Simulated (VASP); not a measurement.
# As (P4/mmm) in VASP: notebook

One crystal, As, is run at these levels: PBE; tasks: single point.

Program: VASP 6.6.1. These are calculated values, not measurements. Logs are shortened: lines on timing, memory, paths and dates and some standing lists are left out, and cuts for length are marked.

## (1) The cell of the first run

Symmetry: P4/mmm, No. 123, tetragonal system. The conventional cell has a = 2.974 Å, b = 2.974 Å, c = 2.704 Å, α = 90.00°, β = 90.00°, γ = 90.00°. Around As (site symmetry 4/mmm) lie 6 As at 2.70 to 2.97 Å.

This isn't the form of As at room conditions, which is rhombohedral.

## (2) Single point, PBE (strain +0.1000 x Voigt [1, 1, 0, 0, 0, 0], atoms carried along)

File INCAR:

```
  PREC = Accurate
  ENCUT = 520
  EDIFF = 1E-6
  ISMEAR = 0
  SIGMA = 0.15
  LREAL = F
  LASPH = T
  NELM = 100
  ALGO = Fast
  ISIF = 2
  LWAVE = F
  LCHARG = F
  GGA = PE
  NBANDS = 8
```

File KPOINTS:

```
Automatic mesh
0
Gamma
  18 18 18
```

File POSCAR:

```
As
1.0
    2.9740499188      0.0000000000      0.0000000000
    0.0000000000      2.9740499188      0.0000000000
    0.0000000000      0.0000000000      2.7036817444
As
1
Direct
    0.5000000000      0.5000000000      0.5000000000
```

Potentials or basis: VASP PAW PBE potentials, release 64 (As).

The run is started by

```console
$ cat potpaw_PBE.64/As/POTCAR > POTCAR
$ mpirun -np 1 vasp_std > vasp.out
```

OUTCAR:

```text
PREC = Accurate
   ENCUT = 520
   EDIFF = 1E-6
   ISMEAR = 0
   LREAL = F
   LASPH = T
   NELM = 100
   ISIF = 2
   GGA = PE

 ion  position               nearest neighbor table
   1  0.500  0.500  0.500-

  LATTYP: Found a simple tetragonal cell.
 ALAT       =     2.9740499188
 C/A-ratio  =     0.9090909091

  Lattice vectors:

 A1 = (   2.9740499188,   0.0000000000,   0.0000000000)
 A2 = (   0.0000000000,   2.9740499188,   0.0000000000)
 A3 = (   0.0000000000,   0.0000000000,   2.7036817444)

Analysis of symmetry for initial positions (statically):
=====================================================================
 Subroutine PRICEL returns:
 Original cell was already a primitive cell.

 Routine SETGRP: Setting up the symmetry group for a
 simple tetragonal supercell.

 Subroutine GETGRP returns: Found 16 space group operations
 (whereof 16 operations were pure point group operations)
 out of a pool of 16 trial point group operations.

The static configuration has the point symmetry D_4h.

Analysis of symmetry for dynamics (positions and initial velocities):
=====================================================================
 Subroutine PRICEL returns:
 Original cell was already a primitive cell.

 Routine SETGRP: Setting up the symmetry group for a
 simple tetragonal supercell.

 Subroutine GETGRP returns: Found 16 space group operations
 (whereof 16 operations were pure point group operations)
 out of a pool of 16 trial point group operations.

The dynamic configuration has the point symmetry D_4h.

 Subroutine INISYM returns: Found 16 space group operations
 (whereof 16 operations are pure point group operations),
 and found     1 'primitive' translations

----------------------------------------------------------------------------------------

                                     Primitive cell

  volume of cell :      23.9140

  direct lattice vectors                    reciprocal lattice vectors
     2.974049919  0.000000000  0.000000000     0.336241834  0.000000000  0.000000000
     0.000000000  2.974049919  0.000000000     0.000000000  0.336241834  0.000000000
     0.000000000  0.000000000  2.703681744     0.000000000  0.000000000  0.369866018

  length of vectors
     2.974049919  2.974049919  2.703681744     0.336241834  0.336241834  0.369866018

  position of ions in fractional coordinates (direct lattice)
     0.500000000  0.500000000  0.500000000

  ion indices of the primitive-cell ions
   primitive index   ion index
                 1           1

----------------------------------------------------------------------------------------

 KPOINTS: Automatic mesh

Automatic generation of k-mesh.
 Grid dimensions read from file:
 generate k-points for:   18   18   18

 Generating k-lattice:

  Cartesian coordinates                     Fractional coordinates (reciprocal lattice)
     0.018680102  0.000000000  0.000000000     0.055555556  0.000000000  0.000000000
     0.000000000  0.018680102  0.000000000     0.000000000  0.055555556  0.000000000
     0.000000000  0.000000000  0.020548112     0.000000000  0.000000000  0.055555556

  Length of vectors
     0.018680102  0.018680102  0.020548112

  Shift w.r.t. Gamma in fractional coordinates (k-lattice)
     0.000000000  0.000000000  0.000000000

 Subroutine IBZKPT returns following result:
 ===========================================

 Found    550 irreducible k-points:

 Following reciprocal coordinates:
            Coordinates               Weight
  0.000000  0.000000  0.000000      1.000000
  0.055556  0.000000  0.000000      4.000000
  0.111111  0.000000  0.000000      4.000000
  0.166667  0.000000  0.000000      4.000000
  0.222222  0.000000  0.000000      4.000000
  0.277778  0.000000  0.000000      4.000000
[... 16 lines left out ...]
  0.277778  0.111111  0.000000      8.000000
  0.333333  0.111111  0.000000      8.000000
 [... further k-points ...]
   k-points           NKPTS =    550   k-points in BZ     NKDIM =    550   number of bands    NBANDS=      8
   number of dos      NEDOS =    301   number of ions     NIONS =      1
   total plane-waves  NPLWV =  11520
   dimension x,y,z NGX =    24 NGY =   24 NGZ =   20
   dimension x,y,z NGXF=    48 NGYF=   48 NGZF=   40
   ions per type =               1
   NGX,Y,Z   is equivalent  to a cutoff of  13.42, 13.42, 12.30 a.u.
   NGXF,Y,Z  is equivalent  to a cutoff of  26.83, 26.83, 24.60 a.u.
 SYSTEM =  unknown system
   PREC   = accura    normal or accurate (medium, high low for compatibility)
   ISTART =      0    job   : 0-new  1-cont  2-samecut
   ICHARG =      2    charge: 1-file 2-atom 10-const
   ISPIN  =      1    spin polarized calculation?
   LNONCOLLINEAR =      F non collinear calculations
   LSORBIT =      F    spin-orbit coupling
   LASPH  =      T    aspherical Exc in radial PAW
   ENCUT  =  520.0 eV  38.22 Ry    6.18 a.u.   5.53  5.53  5.03*2*pi/ulx,y,z
   NELM   =    100;   NELMIN=  2; NELMDL= -5     # of ELM steps
   EDIFF  = 0.1E-05   stopping-criterion for ELM
[... 8 lines left out ...]
   TEBEG  =    0.0;   TEEND  =   0.0 temperature during run
   PSTRESS=    0.0 pullay stress
   NELECT =       5.0000    total number of electrons
   NUPDOWN=      -1.0000    fix difference up-down
   EMIN   =  10.00;   EMAX   =-10.00  energy-range for DOS
   EFERMI =   0.00;   METHOD = LEGACY
   ISMEAR =     0;   SIGMA  =   0.15  broadening in eV -4-tet -1-fermi 0-gaus
   EFERMI_NEDOS =   21; number of points for ismear=-14 and -15
   IALGO  =     68    algorithm
   IMIX   =      4    mixing-type and parameters
     AMIX     =   0.40;   BMIX     =  1.00
     AMIX_MAG =   1.60;   BMIX_MAG =  1.00
  volume/ion in A,a.u.               =      23.91       161.38
  Fermi-wavevector in a.u.,A,eV,Ry     =   0.971660  1.836170 12.845564  0.944122
  Thomas-Fermi vector in A             =   2.101895
   LORBIT       =      0    0 simple, 1 ext, 2 COOP (PROOUT), +10 PAW based schemes
   GGA     = PE    functional components
   LHFCALC =     F    Hartree Fock is set to
   AEXX    =    0.0000 exact exchange contribution
   IVDW    =     0    specifies the selected vdW correction
   LEPSILON=     F    determine dielectric tensor
   LRPA    =     F    only Hartree local field effects (RPA)
 non-spin polarized calculation
 RMM-DIIS sequential band-by-band and
 Gauss-broadening in eV      SIGMA  =   0.15
  energy-cutoff  :      520.00
  volume of cell :       23.91
 maximum number of plane-waves:       670
 NGX is ok and might be reduce to    24
   NGX = 11   NGY = 11   NGZ = 11

 number of electron       5.0000000 magnetization

 Free energy of the ion-electron system (eV)
  ---------------------------------------------------
  ext. energy  EPLUGINS =         0.00000000
  ---------------------------------------------------
  free energy    TOTEN  =        -4.40188037 eV

  energy without entropy =       -4.39454912  energy(sigma->0) =       -4.39821474

 E-fermi :   3.8992     XC(G=0):  -9.6076

 val. band max:        3.8984616052   @ k =   0.2778   0.1111   0.4444
 cond. band min:       3.9003951742   @ k =   0.2222   0.1667   0.2778
 fundamental gap:      0.0019335690
 Fermi energy:         3.8991749964

 k-point     1 :       0.0000    0.0000    0.0000
  band No.  band energies     occupation
      1      -9.5772      2.00000
      2       6.4681      0.00000
      3       6.4681      0.00000
      4       9.3012      0.00000
      5      11.4553      0.00000
      6      11.6494      0.00000
      7      14.5066      0.00000
      8      24.9460      0.00000

 k-point     2 :       0.0556    0.0000    0.0000
  band No.  band energies     occupation
      1      -9.5361      2.00000
      2       5.9450      0.00000
      3       6.5023      0.00000
      4       9.3344      0.00000
      5      11.5780      0.00000
      6      12.1768      0.00000
      7      14.5538      0.00000
      8      24.0718      0.00000

 k-point     3 :       0.1111    0.0000    0.0000
  band No.  band energies     occupation
      1      -9.4139      2.00000
      2       4.8050      0.00000
      3       6.6031      0.00000
      4       9.4320      0.00000
      5      11.7189      0.00000
      6      13.5335      0.00000
      7      14.7112      0.00000
      8      22.7086      0.00000

 k-point     4 :       0.1667    0.0000    0.0000
  band No.  band energies     occupation
      1      -9.2148      2.00000
      2       3.5086      1.99977
      3       6.7643      0.00000
      4       9.5878      0.00000
      5      11.9354      0.00000
      6      14.7295      0.00000
      7      15.4220      0.00000
      8      21.3750      0.00000

 k-point     5 :       0.2222    0.0000    0.0000
  band No.  band energies     occupation
      1      -8.9473      2.00000
      2       2.2330      2.00000
      3       6.9748      0.00000
      4       9.7908      0.00000
      5      12.2298      0.00000
      6      15.0982      0.00000
      7      17.0793      0.00000
      8      20.1484      0.00000

 k-point     6 :       0.2778    0.0000    0.0000
  band No.  band energies     occupation
      1      -8.6262      2.00000
      2       1.0537      2.00000
      3       7.2174      0.00000
      4      10.0237      0.00000
      5      12.5933      0.00000
      6      15.4596      0.00000
      7      18.4527      0.00000
      8      19.0646      0.00000

 k-point     7 :       0.3333    0.0000    0.0000
  band No.  band energies     occupation
      1      -8.2772      2.00000
      2       0.0225      2.00000
      3       7.4668      0.00000
      4      10.2619      0.00000
      5      13.0069      0.00000
      6      15.8600      0.00000
      7      18.1564      0.00000
      8      18.7371      0.00000

 k-point     8 :       0.3889    0.0000    0.0000
  band No.  band energies     occupation
      1      -7.9438      2.00000
      2      -0.8046      2.00000
      3       7.6891      0.00000
      4      10.4730      0.00000
      5      13.4308      0.00000
      6      16.2723      0.00000
      7      17.4613      0.00000
      8      18.2387      0.00000

 k-point     9 :       0.4444    0.0000    0.0000
  band No.  band energies     occupation
      1      -7.6918      2.00000
      2      -1.3551      2.00000
      3       7.8456      0.00000
      4      10.6208      0.00000
      5      13.7825      0.00000
      6      16.6391      0.00000
      7      17.0205      0.00000
      8      17.6807      0.00000

 k-point    10 :       0.5000    0.0000    0.0000
  band No.  band energies     occupation
      1      -7.5957      2.00000
      2      -1.5509      2.00000
      3       7.9023      0.00000
      4      10.6742      0.00000
      5      13.9279      0.00000
      6      16.8312      0.00000
      7      16.8689      0.00000
      8      17.4065      0.00000
[... 78 lines left out ...]
 k-point    18 :       0.4444    0.0556    0.0000
  band No.  band energies     occupation
      1      -7.6510      2.00000
      2      -1.3145      2.00000
      3       7.4068      0.00000
      4      10.6521      0.00000
      5      14.2400      0.00000
      6      15.3837      0.00000
      7      17.2725      0.00000
      8      18.7832      0.00000

 k-point    19 :       0.5000    0.0556    0.0000
  band No.  band energies     occupation
      1      -7.5550      2.00000
      2      -1.5103      2.00000
      3       7.4690      0.00000
      4      10.7054      0.00000
      5      14.4060      0.00000
      6      15.2052      0.00000
      7      17.4958      0.00000
      8      18.4748      0.00000

 k-point    20 :       0.1111    0.1111    0.0000
  band No.  band energies     occupation
      1      -9.2506      2.00000
      2       4.9515      0.00000
      3       4.9538      0.00000
      4       9.5622      0.00000
      5      13.4904      0.00000
      6      13.8648      0.00000
      7      14.8835      0.00000
      8      20.6111      0.00000

 k-point    21 :       0.1667    0.1111    0.0000
  band No.  band energies     occupation
      1      -9.0517      2.00000
      2       3.6610      1.97524
      3       5.1305      0.00000
      4       9.7174      0.00000
      5      13.8058      0.00000
      6      14.9404      0.00000
      7      15.4762      0.00000
      8      19.4211      0.00000

 k-point    22 :       0.2222    0.1111    0.0000
  band No.  band energies     occupation
      1      -8.7844      2.00000
      2       2.3886      2.00000
      3       5.3656      0.00000
      4       9.9194      0.00000
      5      14.0355      0.00000
      6      15.2005      0.00000
      7      16.7691      0.00000
      8      18.7970      0.00000

 k-point    23 :       0.2778    0.1111    0.0000
  band No.  band energies     occupation
      1      -8.4635      2.00000
      2       1.2114      2.00000
      3       5.6412      0.00000
      4      10.1510      0.00000
      5      14.2608      0.00000
      6      15.3135      0.00000
      7      16.8762      0.00000
      8      19.6887      0.00000

 k-point    24 :       0.3333    0.1111    0.0000
  band No.  band energies     occupation
      1      -8.1148      2.00000
      2       0.1817      2.00000
      3       5.9310      0.00000
      4      10.3877      0.00000
      5      14.3391      0.00000
      6      15.2281      0.00000
      7      16.8689      0.00000
      8      20.6478      0.00000

 [... further k-points ...]

------------------------ aborting loop because EDIFF is reached ----------------------------------------

  FORCE on cell =-STRESS in cart. coord.  units (eV):
  Direction    XX          YY          ZZ          XY          YZ          ZX
  --------------------------------------------------------------------------------------
  -------------------------------------------------------------------------------------
  Total       -1.6574335     -1.6574335     -0.1674908      0.0000000      0.0000000      0.0000000
  in kB     -111.0438747   -111.0438747    -11.2214618      0.0000000      0.0000000      0.0000000
  external PRESSURE =     -77.7697370 kB  Pullay stress =       0.0000000 kB

 VOLUME and BASIS-vectors are now :
 -----------------------------------------------------------------------------
  energy-cutoff  :      520.00
  volume of cell :       23.91
      direct lattice vectors                 reciprocal lattice vectors
     2.974049919  0.000000000  0.000000000     0.336241834  0.000000000  0.000000000
     0.000000000  2.974049919  0.000000000     0.000000000  0.336241834  0.000000000
     0.000000000  0.000000000  2.703681744     0.000000000  0.000000000  0.369866018

 POSITION                                       TOTAL-FORCE (eV/Angst)
 -----------------------------------------------------------------------------------
      1.48702      1.48702      1.35184         0.000000      0.000000      0.000000
 -----------------------------------------------------------------------------------
    total drift:                                0.000000     -0.000000     -0.000000

  FREE ENERGIE OF THE ION-ELECTRON SYSTEM (eV)
  ---------------------------------------------------
  free  energy   TOTEN  =        -4.4018803673 eV

  energy  without entropy=       -4.3945491211  energy(sigma->0) =       -4.39821474
```

It took 22 s on 1 thread of Intel Xeon Platinum 8559C (Emerald Rapids), shared host; peak memory 0.22 GiB.

What came out:

```
Free energy            : -4.4019 eV
Pressure               : -7.8 GPa
Band gap on the k mesh : none (metal or under the smearing width)
```

Stress tensor (GPa, compression positive):
```
-11.10   0.00   0.00
  0.00 -11.10   0.00
  0.00   0.00  -1.12
```

## (3) Single point, PBE (strain -0.0500 x Voigt [1, 1, 0, 0, 0, 0], atoms carried along)

File INCAR:

```
SYSTEM = As
PREC = Accurate
ENCUT = 520
EDIFF = 1E-6
ISMEAR = 0
SIGMA = 0.15
LREAL = .FALSE.
LASPH = .TRUE.
NELM = 100
ALGO = Normal
ISIF = 2
LWAVE = .FALSE.
LCHARG = .FALSE.
GGA = PE
NBANDS = 8
```

File KPOINTS:

```
regular mesh
0
G
  18 18 18
  0 0 0
```

File POSCAR:

```
As
1.0
    2.5684976572      0.0000000000      0.0000000000
    0.0000000000      2.5684976572      0.0000000000
    0.0000000000      0.0000000000      2.7036817444
As
1
Direct
    0.5000000000      0.5000000000      0.5000000000
```

Potentials or basis: VASP PAW PBE potentials, release 64 (As).

The run is started by

```console
$ cat potpaw_PBE.64/As/POTCAR > POTCAR
$ mpirun -np 1 vasp_std > vasp.out
```

Wall time 21 s (1 thread of Intel Xeon Platinum 8559C (Emerald Rapids), shared host); peak memory 0.18 GiB.

It converged, with:

| Property | Result |
| --- | --- |
| Free energy | -4.4390 eV |
| Pressure | 14.8 GPa |
| Band gap on the k mesh | none (metal or under the smearing width) |

Stress tensor (GPa, compression positive):
```
18.45  0.00  0.00
 0.00 18.45  0.00
 0.00  0.00  7.46
```

Levels at points of the mesh, in eV from the Fermi level:
```csv
k point,band 1,band 2,band 3,band 4,band 5,band 6
"(0.00, 0.00, 0.00)",-16.08,3.20,5.12,5.12,7.81,8.93
"(0.50, 0.00, 0.00)",-12.15,-7.94,6.14,8.06,11.31,13.91
"(0.50, 0.50, 0.00)",-7.92,-4.76,-4.76,2.04,8.97,17.11
"(0.00, 0.00, 0.50)",-13.03,-7.82,7.38,7.38,11.40,15.33
"(0.50, 0.00, 0.50)",-8.91,-5.40,-4.52,1.90,10.21,17.84
"(0.50, 0.50, 0.50)",-4.18,-2.44,-2.44,-1.46,5.28,5.87
```
